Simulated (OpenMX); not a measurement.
# Pb (Fm-3m) in OpenMX: further runs, part 2 of 2

OpenMX 3.8.5. The steps go on from the part before.

## 3. Single point, LDA, 30.32 Å³/atom

Contents of Pb.dat:

```
System.CurrrentDirectory             ./
System.Name                          Pb
DATA.PATH                            ./DFT_DATA13
level.of.stdout                      1
level.of.fileout                     0
Species.Number                       1
<Definition.of.Atomic.Species
  Pb  Pb8.0-s3p2d2f1         Pb_CA13
Definition.of.Atomic.Species>

Atoms.Number                         1
Atoms.SpeciesAndCoordinates.Unit     FRAC
<Atoms.SpeciesAndCoordinates
    1  Pb    0.0000000000    0.0000000000    0.0000000000   7.000  7.000
Atoms.SpeciesAndCoordinates>

Atoms.UnitVectors.Unit               Ang
<Atoms.UnitVectors
     0.0000000000    2.4750200000    2.4750200000
     2.4750200000    0.0000000000    2.4750200000
     2.4750200000    2.4750200000    0.0000000000
Atoms.UnitVectors>

scf.XcType                           LDA
scf.SpinPolarization                 off
scf.ElectronicTemperature            580.226
scf.energycutoff                     500.0
scf.maxIter                          100
scf.EigenvalueSolver                 band
scf.Kgrid                            9 9 9
scf.Mixing.Type                      rmm-diisk
scf.Init.Mixing.Weight               0.05
scf.Min.Mixing.Weight                0.001
scf.Max.Mixing.Weight                0.3
scf.Mixing.History                   25
scf.Mixing.StartPulay                8
scf.criterion                        1.0e-8
MD.Type                              nomd
```

Potentials or basis: OpenMX 2013 LDA set, Pb8.0-s3p2d2f1, fixed grid of 40 × 40 × 40 points.

Started as:

```
openmx Pb.dat -nt 1 > Pb.std
```

Pb.out:

```text
Required cutoff energy (Ryd) for 3D-grids = 500.0000
      Used cutoff energy (Ryd) for 3D-grids = 541.4095, 541.4095, 541.4095
  Num. of grids of a-, b-, and c-axes = 40, 40, 40

  Num.Grid1.    40
  Num.Grid2.    40
  Num.Grid3.    40

  Cell_Volume =    204.626860495027 (Bohr^3)
  GridVol     =      0.003197294695 (Bohr^3)
  Cell vectors (bohr) of the grid cell (gtv)
    gtv_a =  0.000000000000,  0.116927740406,  0.116927740406
    gtv_b =  0.116927740406,  0.000000000000,  0.116927740406
    gtv_c =  0.116927740406,  0.116927740406,  0.000000000000
    |gtv_a| =  0.165360796300
    |gtv_b| =  0.165360796300
    |gtv_c| =  0.165360796300

***********************************************************

***********************************************************
                  SCF history at MD= 1
***********************************************************

   SCF=   1  NormRD=  1.000000000000  Uele= -8.840640809014
   SCF=   2  NormRD=  0.416505836609  Uele= -8.864690681358
   SCF=   3  NormRD=  0.381346325622  Uele= -8.889735777741
   SCF=   4  NormRD=  0.222879628248  Uele= -9.003271824401
   SCF=   5  NormRD=  0.131846580601  Uele= -9.068090210454
   SCF=   6  NormRD=  0.079026319368  Uele= -9.105197814753
   SCF=   7  NormRD=  0.048089960581  Uele= -9.126470750858
[... 147 lines left out ...]
  py          0    0.327975061  0.327975061   0.655950122   0.000000000
  pz          0    0.327974189  0.327974189   0.655948378   0.000000000
   sum over m      0.983925144  0.983925144   1.967850288   0.000000000
  px          1   -0.003544761 -0.003544761  -0.007089523   0.000000000
  py          1   -0.003544741 -0.003544741  -0.007089482   0.000000000
  pz          1   -0.003544785 -0.003544785  -0.007089570   0.000000000
   sum over m     -0.010634287 -0.010634287  -0.021268575   0.000000000
   sum over m+mul  0.973290857  0.973290857   1.946581713   0.000000000
  d3z^2-r^2   0    1.000141635  1.000141635   2.000283270   0.000000000
  dx^2-y^2    0    1.000141634  1.000141634   2.000283268   0.000000000
  dxy         0    0.999909893  0.999909893   1.999819786   0.000000000
  dxz         0    0.999909892  0.999909892   1.999819783   0.000000000
  dyz         0    0.999909888  0.999909888   1.999819775   0.000000000
   sum over m      5.000012941  5.000012941  10.000025882   0.000000000
  d3z^2-r^2   1    0.017618206  0.017618206   0.035236413   0.000000000
  dx^2-y^2    1    0.017618023  0.017618023   0.035236045   0.000000000
  dxy         1    0.023433849  0.023433849   0.046867699   0.000000000
  dxz         1    0.023433673  0.023433673   0.046867345   0.000000000
  dyz         1    0.023433768  0.023433768   0.046867535   0.000000000
   sum over m      0.105537519  0.105537519   0.211075038   0.000000000
   sum over m+mul  5.105550460  5.105550460  10.211100920   0.000000000
  f5z^2-3r^2  0   -0.000908513 -0.000908513  -0.001817026   0.000000000
  f5xz^2-xr^2 0   -0.000878697 -0.000878697  -0.001757394   0.000000000
  f5yz^2-yr^2 0   -0.000878697 -0.000878697  -0.001757394   0.000000000
  fzx^2-zy^2  0   -0.000860808 -0.000860808  -0.001721616   0.000000000
  fxyz        0   -0.000715548 -0.000715548  -0.001431097   0.000000000
  fx^3-3*xy^2 0   -0.000890624 -0.000890624  -0.001781248   0.000000000
  f3yx^2-y^3  0   -0.000890622 -0.000890622  -0.001781244   0.000000000
   sum over m     -0.006023509 -0.006023509  -0.012047019   0.000000000
   sum over m+mul -0.006023509 -0.006023509  -0.012047019   0.000000000

***********************************************************
       xyz-coordinates (Ang) and forces (Hartree/Bohr)
***********************************************************

<coordinates.forces
  1
    1    Pb     0.00000   0.00000   0.00000  -0.000000000001  0.000000000000  0.000000000000
coordinates.forces>

***********************************************************
       Fractional coordinates of the final structure
***********************************************************

     1     Pb     0.00000000000000   0.00000000000000   0.00000000000000
```

Wall time 78 s (1 thread of Arm Neoverse V1, shared host); peak memory 1.1 GiB.

Results:

| Quantity | Value |
| --- | --- |
| Free energy | -1763.9863 eV |
| Band gap on the k mesh | none (metal or under the smearing width) |

Caveat: the basis has few d functions beyond the semicore shells, which can make volumes several per cent too large; the basis of atomic orbitals isn't converged, which shifts pressures, moduli and gaps.

## 4. Single point, LDA, 29.72 Å³/atom (volume scaled by 0.98)

Pb.dat: that of step 3 with these lines changed.

```diff
@@ -18,5 +18,5 @@
 <Atoms.UnitVectors
-     0.0000000000    2.4750200000    2.4750200000
-     2.4750200000    0.0000000000    2.4750200000
-     2.4750200000    2.4750200000    0.0000000000
+     0.0000000000    2.4584086270    2.4584086270
+     2.4584086270    0.0000000000    2.4584086270
+     2.4584086270    2.4584086270    0.0000000000
 Atoms.UnitVectors>
@@ -26,3 +26,2 @@
 scf.ElectronicTemperature            580.226
-scf.energycutoff                     500.0
 scf.maxIter                          100
@@ -38 +37,3 @@
 MD.Type                              nomd
+scf.Ngrid                            40 40 40
+scf.energycutoff                     500.0
```

Started as:

```
openmx Pb.dat -nt 1 > Pb.std
```

Run time: 80 s. Hardware: 1 thread of Arm Neoverse V1, shared host; peak memory 1.1 GiB.

It converged, with:

| Quantity | Value |
| --- | --- |
| Free energy | -1763.9916 eV |
| Band gap on the k mesh | none (metal or under the smearing width) |

Caveat: the basis has few d functions beyond the semicore shells, which can make volumes several per cent too large; the basis of atomic orbitals isn't converged, which shifts pressures, moduli and gaps.

## 5. Single point, LDA, 30.93 Å³/atom (volume scaled by 1.02)

Pb.dat: that of step 4 with these lines changed.

```diff
@@ -18,5 +18,5 @@
 <Atoms.UnitVectors
-     0.0000000000    2.4584086270    2.4584086270
-     2.4584086270    0.0000000000    2.4584086270
-     2.4584086270    2.4584086270    0.0000000000
+     0.0000000000    2.4914113386    2.4914113386
+     2.4914113386    0.0000000000    2.4914113386
+     2.4914113386    2.4914113386    0.0000000000
 Atoms.UnitVectors>
```

Started as:

```
openmx Pb.dat -nt 1 > Pb.std
```

Run time: 76 s. Hardware: 1 thread of Arm Neoverse V1, shared host; peak memory 1.1 GiB.

The run converged. Its results:

| Quantity | Value |
| --- | --- |
| Free energy | -1763.9776 eV |
| Band gap on the k mesh | none (metal or under the smearing width) |

Caveat: the basis has few d functions beyond the semicore shells, which can make volumes several per cent too large; the basis of atomic orbitals isn't converged, which shifts pressures, moduli and gaps.

## 6. Single point, LDA, 29.11 Å³/atom (volume scaled by 0.96)

Pb.dat: that of step 5 with these lines changed.

```diff
@@ -18,5 +18,5 @@
 <Atoms.UnitVectors
-     0.0000000000    2.4914113386    2.4914113386
-     2.4914113386    0.0000000000    2.4914113386
-     2.4914113386    2.4914113386    0.0000000000
+     0.0000000000    2.4415696833    2.4415696833
+     2.4415696833    0.0000000000    2.4415696833
+     2.4415696833    2.4415696833    0.0000000000
 Atoms.UnitVectors>
```

Potentials or basis: OpenMX 2013 LDA set, Pb8.0-s3p2d2f1, fixed grid of 40 × 40 × 40 points.

Started as:

```
openmx Pb.dat -nt 1 > Pb.std
```

Wall time 85 s (1 thread of Arm Neoverse V1, shared host); peak memory 1.2 GiB.

Results (log left out):

```
Free energy            : -1763.9931 eV
Band gap on the k mesh : none (metal or under the smearing width)
```

Caveat: the basis has few d functions beyond the semicore shells, which can make volumes several per cent too large; the basis of atomic orbitals isn't converged, which shifts pressures, moduli and gaps.

## 7. Single point, LDA, 31.54 Å³/atom (volume scaled by 1.04)

Pb.dat: that of step 6 with these lines changed.

```diff
@@ -18,5 +18,5 @@
 <Atoms.UnitVectors
-     0.0000000000    2.4415696833    2.4415696833
-     2.4415696833    0.0000000000    2.4415696833
-     2.4415696833    2.4415696833    0.0000000000
+     0.0000000000    2.5075897876    2.5075897876
+     2.5075897876    0.0000000000    2.5075897876
+     2.5075897876    2.5075897876    0.0000000000
 Atoms.UnitVectors>
```

Started as:

```
openmx Pb.dat -nt 1 > Pb.std
```

Run time: 74 s. Hardware: 1 thread of Arm Neoverse V1, shared host; peak memory 1.1 GiB.

The run converged. Its results:

```
Free energy            : -1763.9659 eV
Band gap on the k mesh : none (metal or under the smearing width)
```

Caveat: the basis has few d functions beyond the semicore shells, which can make volumes several per cent too large; the basis of atomic orbitals isn't converged, which shifts pressures, moduli and gaps.

## 8. Single point, LDA, 28.50 Å³/atom (volume scaled by 0.94)

Pb.dat: that of step 7 with these lines changed.

```diff
@@ -18,5 +18,5 @@
 <Atoms.UnitVectors
-     0.0000000000    2.5075897876    2.5075897876
-     2.5075897876    0.0000000000    2.5075897876
-     2.5075897876    2.5075897876    0.0000000000
+     0.0000000000    2.4244952108    2.4244952108
+     2.4244952108    0.0000000000    2.4244952108
+     2.4244952108    2.4244952108    0.0000000000
 Atoms.UnitVectors>
```

Started as:

```
openmx Pb.dat -nt 1 > Pb.std
```

It took 88 s on 1 thread of Arm Neoverse V1, shared host; peak memory 1.2 GiB.

It converged, with:

```yaml
Free_energy: -1763.9901 eV
Band_gap_on_the_k_mesh: none (metal or under the smearing width)
```

Caveat: the basis has few d functions beyond the semicore shells, which can make volumes several per cent too large; the basis of atomic orbitals isn't converged, which shifts pressures, moduli and gaps.

## 9. Single point, LDA, 32.14 Å³/atom (volume scaled by 1.06)

Pb.dat: that of step 8 with these lines changed.

```diff
@@ -18,5 +18,5 @@
 <Atoms.UnitVectors
-     0.0000000000    2.4244952108    2.4244952108
-     2.4244952108    0.0000000000    2.4244952108
-     2.4244952108    2.4244952108    0.0000000000
+     0.0000000000    2.5235621278    2.5235621278
+     2.5235621278    0.0000000000    2.5235621278
+     2.5235621278    2.5235621278    0.0000000000
 Atoms.UnitVectors>
```

Potentials or basis: OpenMX 2013 LDA set, Pb8.0-s3p2d2f1, fixed grid of 40 × 40 × 40 points.

Started as:

```
openmx Pb.dat -nt 1 > Pb.std
```

It took 72 s on 1 thread of Arm Neoverse V1, shared host; peak memory 1.1 GiB.

The run converged. Its results:

| Property | Result |
| --- | --- |
| Free energy | -1763.9515 eV |
| Band gap on the k mesh | none (metal or under the smearing width) |

Caveat: the basis has few d functions beyond the semicore shells, which can make volumes several per cent too large; the basis of atomic orbitals isn't converged, which shifts pressures, moduli and gaps.

## 10. Equation of state, LDA

This step only gathers the single runs of the series.

Results (log left out):

| Property | Result |
| --- | --- |
| Equilibrium volume | 29.20 Å³/atom |
| Bulk modulus | 55 GPa |
| Pressure derivative of the bulk modulus | 5.1 |

Energy against volume, from the lowest point:
| volume (Å³/atom) | energy (meV/atom) |
| --- | --- |
| 28.503 | 3.00 |
| 29.110 | 0.00 |
| 29.716 | 1.47 |
| 30.323 | 6.74 |
| 30.929 | 15.50 |
| 31.535 | 27.20 |
| 32.142 | 41.61 |

Caveat: the basis has few d functions beyond the semicore shells, which can make volumes several per cent too large; volumes in these bases differ from converged ones by about 1 %, for some elements by several; the basis of atomic orbitals isn't converged, which shifts pressures, moduli and gaps. Zero-point motion and thermal expansion aren't in these numbers.
